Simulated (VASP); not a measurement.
The system is MoS2.

```
Mo S
1.0
     1.59215    0.91923    6.48210
    -1.59215    0.91923    6.48210
     0.00000   -1.83846    6.48210
Mo S
1 2
Direct
  0.00022 0.00022 0.00022
  0.58707 0.58707 0.58707
  0.74670 0.74670 0.74670
```

Measurements of this composition are mostly on another form, of space group No. 194.

| Quantity | Value |
| --- | --- |
| Program | VASP 6.6.1 |
| Task | relaxation of cell and atoms |
| Functional | PBE |
| Dispersion | D3(BJ) |
| Potentials or basis | VASP PAW PBE potentials, release 64 (Mo_sv, S) |
| Cutoff | 600 eV |
| k mesh | 12 × 12 × 12 |
| Occupations | gaussian, width 0.02 eV |
| Spin | no spin polarisation |

At the start: pressure -2.2 GPa; volume 18.97 Å³/atom.

Q: Where does the relaxation end?

A: Over 15 steps the energy falls by 17.4 meV/atom and the volume is 17.20 Å³/atom (-9.4 %); space group R3m (No. 160, to 0.05 Å).

The path:
```csv
step,energy change (eV),largest force (eV/Å),pressure (GPa),volume (Å³)
1,0.0000,0.1389,-2.18,56.92
2,-0.0047,0.5260,2.53,54.82
3,-0.0101,0.3581,0.46,55.69
4,-0.0157,0.0317,-0.36,55.31
5,-0.0158,0.0688,-0.27,55.35
6,-0.0215,0.0688,-0.25,54.96
7,-0.0366,0.0763,-0.08,53.79
8,-0.0515,0.1083,0.82,51.44
9,-0.0269,0.6372,-4.37,52.17
10,-0.0522,0.0066,0.05,51.54
11,-0.0522,0.0086,0.04,51.55
12,-0.0522,0.0176,0.01,51.59
13,-0.0522,0.0063,0.02,51.57
14,-0.0522,0.0118,-0.08,51.62
15,-0.0522,0.0039,-0.01,51.59
```

Final structure:
```xyz
3
Lattice="1.5764 0.9101 5.9928 -1.5764 0.9101 5.9928 0.0000 -1.8202 5.9928" Properties=species:S:1:pos:R:3 pbc="T T T"
Mo    0.0000    0.0000    0.0045
S     0.0000    0.0000   10.4263
S     0.0000    0.0000   13.5522
```
